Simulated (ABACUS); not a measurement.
# La (Im-3m) in ABACUS: further runs

Runs on La. Level: PBEsol. Tasks: band structure, equation of state.

All numbers are computed with ABACUS 3.10.1; they aren't measurements. Logs are shortened: lines on timing, memory, paths and dates and some standing lists are left out, and cuts for length are marked.

### Step 1. Starting point

Symmetry: Im-3m, No. 229, cubic system. The conventional cell has a = 4.248 Å, b = 4.248 Å, c = 4.248 Å, α = 90.00°, β = 90.00°, γ = 90.00°. Around La (site symmetry m-3m) lie 8 La at 3.68 Å.

This isn't the form of La at room conditions, which is double hcp.

### Step 2. Band structure, PBEsol

INPUT reads:

```
INPUT_PARAMETERS
suffix              La
calculation         nscf
basis_type          pw
pseudo_dir          ./
symmetry            -1
dft_functional      pbesol
ecutwfc             111.0
pseudo_rcut         10
nspin               1
nbands              16
ks_solver           dav
smearing_method     fd
smearing_sigma      0.00367493
scf_thr             1e-08
scf_nmax            100
mixing_type         broyden
mixing_beta         0.7
init_chg            file
pw_diag_thr         1e-07
out_band            1
kpar                4
```

STRU reads:

```
ATOMIC_SPECIES
La 138.9055 La.upf

LATTICE_CONSTANT
1.8897261246

LATTICE_VECTORS
-2.1238310710 2.1238310710 2.1238310710
2.1238310710 -2.1238310710 2.1238310710
2.1238310710 2.1238310710 -2.1238310710

ATOMIC_POSITIONS
Cartesian

La
0.0
1
0.0000000000 0.0000000000 0.0000000000 1 1 1
```

KPT reads:

```
K_POINTS
8
Line
0.00000000 0.00000000 0.00000000 10 // G
0.50000000 -0.50000000 0.50000000 10 // H
0.00000000 0.00000000 0.50000000 10 // N
0.00000000 0.00000000 0.00000000 10 // G
0.25000000 0.25000000 0.25000000 10 // P
0.50000000 -0.50000000 0.50000000 1 // H
0.25000000 0.25000000 0.25000000 10 // P
0.00000000 0.00000000 0.50000000 1 // N
```

Potentials or basis: PseudoDojo NC SR 0.5 PBE standard, plane waves.

Command:

```bash
$ OMP_NUM_THREADS=1 mpirun -np 4 abacus > log
```

running log:

```text
ABACUS v3.10.1

               Atomic-orbital Based Ab-initio Computation at UStc

 ------------------------------------------------------------------------------------

 READING GENERAL INFORMATION
                           global_out_dir = OUT.La/
                           global_in_card = INPUT
                               pseudo_dir = ./
                              orbital_dir =
                                    DSIZE = 4
                                    GSIZE = 1

 READING UNITCELL INFORMATION
                                    ntype = 1
                  lattice constant (Bohr) = 1.88973
              lattice constant (Angstrom) = 1

 READING ATOM TYPE 1
                               atom label = La
                      L=0, number of zeta = 1
                      L=1, number of zeta = 1
                      L=2, number of zeta = 1
             number of atom for this type = 1

                        TOTAL ATOM NUMBER = 1
CARTESIAN COORDINATES ( UNIT =       1.889726124600 Bohr ).
    atom                   x                   y                   z     mag                  vx                  vy                  vz
tauc_La1            0.0000000000        0.0000000000        0.0000000000  0.0000        0.0000000000        0.0000000000        0.0000000000

                          Volume (Bohr^3) = 258.593
                             Volume (A^3) = 38.3195

 Lattice vectors: (Cartesian coordinate: in unit of a_0)
             -2.12383            +2.12383            +2.12383
             +2.12383            -2.12383            +2.12383
             +2.12383            +2.12383            -2.12383
 Reciprocal vectors: (Cartesian coordinate: in unit of 2 pi/a_0)
                   +0           +0.235424           +0.235424
            +0.235424                  +0           +0.235424
            +0.235424           +0.235424                  +0
 The esolver type has been set to : ksdft_pw

                PAO radial cut off (Bohr) = 10

 Read in pseudopotential file is La.upf
                     pseudopotential type = NC
          exchange-correlation functional = PBE
                 nonlocal core correction = 1
                        valence electrons = 11
                                     lmax = 3
                           number of zeta = 4
                     number of projectors = 8
                           L of projector = 0
                           L of projector = 0
                           L of projector = 1
                           L of projector = 1
                           L of projector = 2
                           L of projector = 2
                           L of projector = 3
                           L of projector = 3
 XC functional updated to : pbesol
          exchange-correlation functional = PBESOL
     initial pseudo atomic orbital number = 10

 SETUP THE ELECTRONS NUMBER
            electron number of element La = 11
      total electron number of element La = 11
            AUTOSET number of electrons:  = 11
                           occupied bands = 6
                                   NBANDS = 16
                                   NLOCAL = 9

%%%%%%%%%%%%%%%%%%%%%%%%%%%%%%%%%%%%%%%%%%%%%%%%%%%%%%%%%%%%%%%%%%%%%%%%%%%%%%%%%%%%%%%%%%%%%%%%%%%%%%%%%%
 Warning: the number of valence electrons in pseudopotential > 3 for La: [Xe] 5d1 6s2
 Pseudopotentials with additional electrons can yield (more) accurate outcomes, but may be less efficient.
 If you're confident that your chosen pseudopotential is appropriate, you can safely ignore this warning.
%%%%%%%%%%%%%%%%%%%%%%%%%%%%%%%%%%%%%%%%%%%%%%%%%%%%%%%%%%%%%%%%%%%%%%%%%%%%%%%%%%%%%%%%%%%%%%%%%%%%%%%%%%

 SETUP THE PLANE WAVE BASIS
 energy cutoff for charge/potential (unit:Ry) = 444
            fft grid for charge/potential = [ 48, 48, 48 ]
                        fft grid division = [ 1, 1, 1 ]
        big fft grid for charge/potential = [ 48, 48, 48 ]
                                     nbxx = 110592
                                     nrxx = 110592

 SETUP PLANE WAVES FOR CHARGE/POTENTIAL
                    number of plane waves = 40827
                         number of sticks = 1605

 PARALLEL PW FOR CHARGE/POTENTIAL
     PROC   COLUMNS(POT)             PW
        1           1605          40827
 --------------- sum -------------------
        1           1605          40827
                            number of |g| = 335
                                  max |g| = 40.1272
                                  min |g| = 0

----------- Double Check Mixing Parameters Begin ------------
mixing_type: broyden
mixing_beta: 0.7
mixing_gg0: 1
mixing_gg0_min: 0.1
mixing_ndim: 8
----------- Double Check Mixing Parameters End ------------

 SETUP K-POINTS
                                    nspin = 1
                                   nkstot = 62
K-POINTS DIRECT COORDINATES
 KPOINTS    DIRECT_X    DIRECT_Y    DIRECT_Z  WEIGHT
       1  0.00000000  0.00000000  0.00000000  1.0000
       2  0.05000000 -0.05000000  0.05000000  1.0000
       3  0.10000000 -0.10000000  0.10000000  1.0000
       4  0.15000000 -0.15000000  0.15000000  1.0000
       5  0.20000000 -0.20000000  0.20000000  1.0000
       6  0.25000000 -0.25000000  0.25000000  1.0000
       7  0.30000000 -0.30000000  0.30000000  1.0000
       8  0.35000000 -0.35000000  0.35000000  1.0000
       9  0.40000000 -0.40000000  0.40000000  1.0000
      10  0.45000000 -0.45000000  0.45000000  1.0000
      11  0.50000000 -0.50000000  0.50000000  1.0000
      12  0.45000000 -0.45000000  0.50000000  1.0000
      13  0.40000000 -0.40000000  0.50000000  1.0000
      14  0.35000000 -0.35000000  0.50000000  1.0000
      15  0.30000000 -0.30000000  0.50000000  1.0000
      16  0.25000000 -0.25000000  0.50000000  1.0000
      17  0.20000000 -0.20000000  0.50000000  1.0000
      18  0.15000000 -0.15000000  0.50000000  1.0000
      19  0.10000000 -0.10000000  0.50000000  1.0000
      20  0.05000000 -0.05000000  0.50000000  1.0000
      21  0.00000000  0.00000000  0.50000000  1.0000
      22  0.00000000  0.00000000  0.45000000  1.0000
      23  0.00000000  0.00000000  0.40000000  1.0000
      24  0.00000000  0.00000000  0.35000000  1.0000
      25  0.00000000  0.00000000  0.30000000  1.0000
      26  0.00000000  0.00000000  0.25000000  1.0000
      27  0.00000000  0.00000000  0.20000000  1.0000
      28  0.00000000  0.00000000  0.15000000  1.0000
      29  0.00000000  0.00000000  0.10000000  1.0000
      30  0.00000000  0.00000000  0.05000000  1.0000
[... 32 further k points ...]

           k-point number in this process = 16
       minimum distributed K point number = 15

[... K-POINTS CARTESIAN COORDINATES: 16 rows ...]

[... K-POINTS DIRECT COORDINATES: 16 rows ...]

 SETUP PLANE WAVES FOR WAVE FUNCTIONS
     energy cutoff for wavefunc (unit:Ry) = 111
              fft grid for wave functions = [ 48, 48, 48 ]
                    number of plane waves = 6363
                         number of sticks = 467

 PARALLEL PW FOR WAVE FUNCTIONS
     PROC   COLUMNS(POT)             PW
        1            467           6363
 --------------- sum -------------------
        1            467           6363

 SETUP NONLOCAL PSEUDOPOTENTIALS IN PLANE WAVE BASIS
 La non-local projectors:
 projector 1 L=0
 projector 2 L=0
 projector 3 L=1
 projector 4 L=1
 projector 5 L=2
 projector 6 L=2
 projector 7 L=3
 projector 8 L=3
      TOTAL NUMBER OF NONLOCAL PROJECTORS = 32

 Init Non-Local PseudoPotential table :
 Init Non-Local-Pseudopotential done.

                                     npwx = 5162

 Make real space PAO into reciprocal space.
       max mesh points in Pseudopotential = 1001
     dq(describe PAO in reciprocal space) = 0.01
                                    max q = 1269

 number of pseudo atomic orbitals for La is 4
WARNING: norm of atomic wavefunction # 3 of atomic type La is 0.999607, renormalized
WARNING: norm of atomic wavefunction # 4 of atomic type La is 0.997969, renormalized

 -------------------------------------------
 NONSELF-CONSISTENT
 -------------------------------------------
                                 init_chg = file
 try to read charge from file
 Read in the charge density: OUT.La//La-CHARGE-DENSITY.restart

 PW ALGORITHM --------------- ION=   1  ELEC=   1--------------------------------
 k(1/62) Iter steps (avg)=22 threshold=1e-07
 k(2/62) Iter steps (avg)=22 threshold=1e-07
 k(3/62) Iter steps (avg)=20 threshold=1e-07

 k(4/62) Iter steps (avg)=20 threshold=1e-07
 k(5/62) Iter steps (avg)=19 threshold=1e-07
 k(6/62) Iter steps (avg)=20 threshold=1e-07
 k(7/62) Iter steps (avg)=22 threshold=1e-07
 k(8/62) Iter steps (avg)=21 threshold=1e-07
 k(9/62) Iter steps (avg)=21 threshold=1e-07
 k(10/62) Iter steps (avg)=21 threshold=1e-07

 k(11/62) Iter steps (avg)=19 threshold=1e-07
 k(12/62) Iter steps (avg)=14 threshold=1e-07
 k(13/62) Iter steps (avg)=14 threshold=1e-07
 k(14/62) Iter steps (avg)=14 threshold=1e-07
 k(15/62) Iter steps (avg)=25 threshold=1e-07
 k(16/62) Iter steps (avg)=20 threshold=1e-07
[... levels at 16 k points of this process ...]

 Density error is 0.00000000000
                          Error Threshold = 1.00000000000e-07
----------------------------------------------------------
     Energy           Rydberg                 eV
----------------------------------------------------------
 E_KohnSham     -70.1265476538       -954.1206291600
 E_KS(sigma->0) -70.1259213793       -954.1121082591
 E_Harris       -70.1265476538       -954.1206291600
 E_band         -3.6394886181        -49.5177830119
 E_one_elec     -6.1316655088        -83.4255891494
 E_Hartree      7.4200355935         100.9547634338
 E_xc           -16.5548462873       -225.2402390211
 E_Ewald        -54.8588189023       -746.3925226216
 E_entropy(-TS) -0.0012525489        -0.0170418018
 E_descf        0.0000000000         0.0000000000
 E_exx          0.0000000000         0.0000000000
 E_Fermi        0.7901903747         10.7510916012
----------------------------------------------------------

 charge density convergence is achieved
 final etot is -954.12062916 eV
 EFERMI = 10.751091601 eV

 STATE ENERGY(eV) AND OCCUPATIONS    NSPIN == 1
 1/16 kpoint (Cartesian) = 0.0000 0.0000 0.0000 (5089 pws)
       1       -22.1329      0.0322581
       2       -5.16275      0.0322581
       3       -5.16275      0.0322581
       4       -5.16275      0.0322581
       5        7.45337      0.0322581
       6        12.1262    3.66651e-14
       7        12.1262    3.66651e-14
       8        12.1262    3.66650e-14
       9        12.1652    1.68319e-14
      10        12.1652    1.68319e-14
      11        12.1652    1.68319e-14
      12        12.8553    1.70653e-20
      13        12.8553    1.70653e-20
      14        12.8553    1.70653e-20
      15        13.0380    4.41198e-22
      16        14.3459    1.92466e-33

 2/16 kpoint (Cartesian) = 0.0000 0.023542 0.0000 (5113 pws)
       1       -22.1240      0.0322581
       2       -5.21339      0.0322581
       3       -5.18363      0.0322581
       4       -5.18363      0.0322581
       5        7.60859      0.0322581
       6        11.9072    2.92752e-12
       7        11.9072    2.92752e-12
       8        12.0990    6.31851e-14
       9        12.1293    3.44669e-14
      10        12.3800    2.28952e-16
      11        12.3800    2.28952e-16
      12        12.8242    3.17447e-20
      13        12.8841    9.58942e-21
      14        12.8841    9.58942e-21
      15        13.0997    1.28471e-22
      16        14.1905    4.30916e-32

 3/16 kpoint (Cartesian) = 0.0000 0.047085 0.0000 (5109 pws)
       1       -22.0985      0.0322581
       2       -5.34952      0.0322581
       3       -5.24441      0.0322581
       4       -5.24441      0.0322581
       5        8.04530      0.0322581
       6        11.7266    1.08428e-10
       7        11.7266    1.08428e-10
       8        11.8825    4.80422e-12
       9        12.1391    2.83592e-14
      10        12.5483    7.91454e-18
      11        12.5483    7.91454e-18
      12        12.7504    1.38892e-19
      13        12.9796    1.41956e-21
      14        12.9796    1.41956e-21
      15        13.2823    3.33045e-24
      16        13.8436    4.44351e-29

 4/16 kpoint (Cartesian) = 0.0000 0.070627 0.0000 (5129 pws)
       1       -22.0595      0.0322581
       2       -5.53241      0.0322581
       3       -5.33959      0.0322581
       4       -5.33959      0.0322581
       5        8.68202      0.0322581
       6        11.4929    1.16348e-08
       7        11.6474    5.28521e-10
       8        11.6474    5.28521e-10
       9        12.1559    2.02703e-14
      10        12.6406    1.24932e-18
      11        12.6406    1.24932e-18
      12        12.6578    8.85515e-19
      13        13.1321    6.72450e-23
      14        13.1321    6.72449e-23
      15        13.5101    3.50224e-26
      16        13.5792    8.79337e-27

 5/16 kpoint (Cartesian) = 0.0000 0.094169 0.0000 (5117 pws)
       1       -22.0120      0.0322581
       2       -5.71806      0.0322581
       3       -5.46019      0.0322581
       4       -5.46019      0.0322581
       5        9.39023      0.0322581
       6        10.9728    0.000377955
       7        11.6907    2.22314e-10
       8        11.6907    2.22314e-10
       9        12.1788    1.28175e-14
      10        12.5446    8.52676e-18
      11        12.6958    4.14164e-19
      12        12.6958    4.14161e-19
      13        13.2810    3.42095e-24
      14        13.3120    1.84183e-24
      15        13.3120    1.84182e-24
      16        13.9796    2.92609e-30

 6/16 kpoint (Cartesian) = 0.0000 0.11771 0.0000 (5077 pws)
       1       -21.9613      0.0322581
       2       -5.87177      0.0322581
       3       -5.59449      0.0322581
       4       -5.59449      0.0322581
       5        9.97844      0.0322581
       6        10.4168      0.0322179
       7        11.8446    1.02445e-11
       8        11.8446    1.02445e-11
       9        12.2057    7.48653e-15
      10        12.4015    1.49186e-16
      11        12.7412    1.66898e-19
      12        12.7412    1.66895e-19
      13        13.1384    5.92855e-23
      14        13.5305    2.32929e-26
      15        13.5305    2.32929e-26
      16        14.4668    1.71508e-34

[... levels at 10 further k points ...]

 --------------------------------------------
 !FINAL_ETOT_IS -954.1206291599939 eV
 --------------------------------------------

 Output bands in file: OUT.La/BANDS_1.dat
```

Run time: 12 s. Hardware: 4 MPI ranks of Intel Xeon Platinum 8259CL at 2.50GHz (Skylake/Cascade Lake), shared host; peak memory 0.44 GiB.

Levels at the corners of the path, in eV from the Fermi level:
```csv
point,band 1,band 2,band 3,band 4,band 5,band 6,band 7,band 8,band 9,band 10
Γ,-32.84,-15.87,-15.87,-15.87,-3.25,1.42,1.42,1.42,1.46,1.46
H,-32.52,-16.73,-16.73,-16.73,-1.81,-1.81,1.59,1.74,1.74,1.74
N,-32.65,-17.15,-16.27,-15.88,-1.80,-0.20,1.46,1.53,1.78,2.03
Γ,-32.84,-15.87,-15.87,-15.87,-3.25,1.42,1.42,1.42,1.46,1.46
P,-32.64,-16.54,-16.54,-16.54,0.39,0.39,0.39,1.71,1.92,1.92
H,-32.52,-16.73,-16.73,-16.73,-1.81,-1.81,1.59,1.74,1.74,1.74
P,-32.64,-16.54,-16.54,-16.54,0.39,0.39,0.39,1.71,1.92,1.92
N,-32.65,-17.15,-16.27,-15.88,-1.80,-0.20,1.46,1.53,1.78,2.03
```

Caveat: the density is read from an earlier self-consistent run, whose mesh may be coarse; spin-orbit coupling is left out, which moves the levels of the heavy elements.

(Continued in part 2 of 2.)
